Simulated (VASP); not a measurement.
## MgTe (strained zincblende), r²SCAN single-point calculation: VASP's output and Ansatz's

POSCAR

```
Mg Te
 1.0000000000000000
     0.0000000000000000    3.3103829093999999    3.3103829093999999
     3.3103829093999999    0.0000000000000000    3.3103829093999999
     3.3103829093999999    3.3103829093999999    0.0000000000000000
 Mg  Te
   1   1
Cartesian
  0.0000000000000000  0.0000000000000000  0.0000000000000000
  1.6551914547000000  1.6551914547000000  1.6551914547000000
```

VASP ran with the recommended PBE PAW datasets (8 valence electrons in the cell).

From OUTCAR

```
k-points           NKPTS =     29   k-points in BZ     NKDIM =     29   number of bands    NBANDS=     11

   NELECT =       8.0000    total number of electrons

   dimension x,y,z NGX =    36 NGY =   36 NGZ =   36
   dimension x,y,z NGXF=    72 NGYF=   72 NGZF=   72

  energy-cutoff  :      520.00
  volume of cell :       72.55
      direct lattice vectors                 reciprocal lattice vectors
     0.000000000  3.310382909  3.310382909    -0.151039929  0.151039929  0.151039929
     3.310382909  0.000000000  3.310382909     0.151039929 -0.151039929  0.151039929
     3.310382909  3.310382909  0.000000000     0.151039929  0.151039929 -0.151039929

 k-points in reciprocal lattice and weights: KPOINTS created by Atomic Simulation Env
   0.00000000  0.00000000  0.00000000       0.002
   0.12500000  0.00000000  0.00000000       0.016
   0.25000000  0.00000000  0.00000000       0.016
   0.37500000  0.00000000  0.00000000       0.016
   0.50000000  0.00000000  0.00000000       0.008
   0.12500000  0.12500000  0.00000000       0.012
   0.25000000  0.12500000  0.00000000       0.047
   0.37500000  0.12500000  0.00000000       0.047
   ...

 E-fermi :   1.2127

 k-point     1 :       0.0000    0.0000    0.0000
  band No.  band energies     occupation
      1      -9.1258      2.00000
      2       1.1301      2.00000
      3       1.1301      2.00000
      4       1.1301      2.00000
      5       3.8849      0.00000
      6       7.0023      0.00000
      7       7.0023      0.00000
      8       7.0023      0.00000
      9      10.1220      0.00000
     10      10.1220      0.00000
     11      10.3065      0.00000

 k-point     2 :       0.1250    0.0000    0.0000
  band No.  band energies     occupation
      1      -9.0580      2.00000
      2       0.4359      2.00000
      3       1.0655      2.00000
      4       1.0655      2.00000
      5       4.4855      0.00000
      6       6.9255      0.00000
      7       7.1654      0.00000
      8       7.1654      0.00000
      9       9.6766      0.00000
     10       9.6766      0.00000
     11      10.8450      0.00000

 k-point     3 :       0.2500    0.0000    0.0000
  band No.  band energies     occupation
      1      -8.8830      2.00000
      2      -0.6837      2.00000
      3       0.9219      2.00000
      4       0.9219      2.00000
      5       4.9310      0.00000
      6       7.3310      0.00000
      7       7.3310      0.00000
      8       7.5119      0.00000
      9       9.6127      0.00000
     10       9.6127      0.00000
     11      10.4668      0.00000

 k-point     4 :       0.3750    0.0000    0.0000
  band No.  band energies     occupation
      1      -8.6884      2.00000
      2      -1.5353      2.00000
      3       0.7926      2.00000
      4       0.7926      2.00000
      5       4.8254      0.00000
      6       7.1845      0.00000
      7       7.1845      0.00000
      8       8.5597      0.00000
      9      10.4379      0.00000
     10      10.6095      0.00000
     11      10.6095      0.00000

 k-point     5 :       0.5000    0.0000    0.0000
  band No.  band energies     occupation
      1      -8.6006      2.00000
      2      -1.8523      2.00000
      3       0.7425      2.00000
      4       0.7425      2.00000
      5       4.7463      0.00000
      6       7.0829      0.00000
      7       7.0829      0.00000
      8       8.8158      0.00000
      9      11.2079      0.00000
     10      12.1719      0.00000
     11      12.1720      0.00000

 k-point     6 :       0.1250    0.1250    0.0000
  band No.  band energies     occupation
      1      -9.0354      2.00000
      2       0.4342      2.00000
      3       0.9285      2.00000
      4       0.9285      2.00000
      5       4.7431      0.00000
      6       6.4708      0.00000
      7       7.4419      0.00000
      8       7.4419      0.00000
      9       8.8716      0.00000
     10      10.3264      0.00000
     11      11.1760      0.00000

 k-point     7 :       0.2500    0.1250    0.0000
  band No.  band energies     occupation
      1      -8.8956      2.00000
      2      -0.4117      2.00000
      3       0.7452      2.00000
      4       0.7784      2.00000
      5       5.3374      0.00000
      6       6.3592      0.00000
      7       7.5840      0.00000
      8       7.8028      0.00000
      9       8.8297      0.00000
     10      10.3739      0.00000
     11      11.5008      0.00000

 k-point     8 :       0.3750    0.1250    0.0000
  band No.  band energies     occupation
      1      -8.7047      2.00000
      2      -1.2698      2.00000
      3       0.5533      2.00000
      4       0.6238      2.00000
      5       5.3190      0.00000
      6       6.7693      0.00000
      7       7.7265      0.00000
      8       7.7322      0.00000
      9       9.9781      0.00000
     10      11.1510      0.00000
     11      11.1665      0.00000

 ...

  Total       -1.0846156     -1.0846156     -1.0846156      0.0000000      0.0000000      0.0000000
  in kB      -23.9508946    -23.9508946    -23.9508946      0.0000000      0.0000000      0.0000000
  external PRESSURE =     -23.9508946 kB  Pullay stress =       0.0000000 kB

 POSITION                                       TOTAL-FORCE (eV/Angst)
 -----------------------------------------------------------------------------------
      0.00000      0.00000      0.00000        -0.000000     -0.000000      0.000000
      1.65519      1.65519      1.65519         0.000000      0.000000     -0.000000
 -----------------------------------------------------------------------------------
    total drift:                               -0.000002     -0.000002     -0.000002

  FREE ENERGIE OF THE ION-ELECTRON SYSTEM (eV)
  ---------------------------------------------------
  free  energy   TOTEN  =       -31.6383326202 eV

  energy  without entropy=      -31.6383326202  energy(sigma->0) =      -31.63833262
```

The two codes use different PAW datasets and cutoffs. VASP's cell holds 8 valence electrons and Ansatz's 26. Ansatz's stress includes a Pulay correction; VASP's doesn't.

Task: What does Ansatz give for the same cell and level of theory?

Result: gap between bands v and c 2.77 eV; least direct gap 2.77 eV; pressure -2.3 GPa.

Ansatz printed

```
SCF 1 converged in 6 iterations: F = -8923.312089 eV  dr2 = 2.00e-8
  greatest PAW one-centre occupation: 1.000 electrons in one spin orbital (limit 2), on the Mg atom at site 0 (counted from 0), in its partial waves of l = 0
NSCF: frozen V_eff on 6 k-points
SCF converged after 6 iterations
Free energy (F): -8923.312089 eV
Harris-Foulkes:  -8923.312089 eV  (|F-HF|=2.50e-9)
Internal energy: -8923.312089 eV  (E = F + TS)
E sigma→0 (E₀):  -8923.312089 eV
Fermi energy:    3.389366 eV
--- Per-component energies (eV) ---
  E_band       = -712.550444
  E_kinetic    = 254.450168
  E_local      = -3393.508605  (includes V_loc(G=0)·N_el)
  E_nonlocal   = -214.048831
  E_hartree    = 1609.335959
  E_xc         = -141.700523
  E_vxc        = -150.038581  (∫ρ·V_xc dr)
  E_paw        = -4984.069996  (= ΣΔE_a)
  E_vpaw       = -437.405294  (= ΣTr[D̂ρ^β])
  E_aug_tail   = -0.000040  (compensation charges beyond the density's cutoff)
  E_vtau       = 9.330952  (kinetic-family band-sum trace: ∫τ·v_τ [+ j·A + Jᵃ·Aᵃ] dr)
  E_ewald      = -2054.028869
  E_core_change = 0.258647  (= ΣΔE_core)
  E_smearing   = -0.000000  (= −TS)
  E_closure    = 0.000000  (closes the sum)
  Σ components = -8923.312089   (vs F -8923.312089, Δ=0.00e0)
--- Forces (eV/Å), atoms counted from 1 ---
  atom   1  Mg     0.00000000    -0.00000000     0.00000000
  atom   2  Te    -0.00000000    -0.00000000     0.00000000
  max |Σ_I F_I| component: 1.47e-16 eV/Å
--- Stress (GPa, compression-positive) ---
       -2.304675      -0.000000      -0.000000
        0.000000      -2.304675       0.000000
       -0.000000       0.000000      -2.304675
  P = ⅓ Tr σ = -2.3047 GPa (-23.047 kbar)
--- Band table (eV; the first three rows and the last of 29) ---
  k-point 0: bands = ["-74.7316", "-39.8277", "-39.8277", "-39.8277", "-32.3582", "-32.3582", "-32.3582", "-32.3493", "-32.3493", "-6.8687", "3.3894", "3.3894", "3.3894", "6.1625", "9.2890", "9.2890", "9.2890"]
  k-point 1: bands = ["-74.7316", "-39.8277", "-39.8277", "-39.8277", "-32.3583", "-32.3582", "-32.3582", "-32.3493", "-32.3493", "-6.8008", "2.6990", "3.3252", "3.3252", "6.7616", "9.2095", "9.4522", "9.4522"]
  k-point 2: bands = ["-74.7316", "-39.8278", "-39.8277", "-39.8277", "-32.3583", "-32.3581", "-32.3581", "-32.3493", "-32.3493", "-6.6257", "1.5829", "3.1825", "3.1825", "7.2111", "9.6159", "9.6159", "9.7873"]
  k-point 28: bands = ["-74.7316", "-39.8278", "-39.8278", "-39.8277", "-32.3583", "-32.3581", "-32.3577", "-32.3493", "-32.3491", "-6.1599", "0.9110", "1.6805", "2.0849", "8.3214", "9.3160", "10.0208", "10.2353"]
```
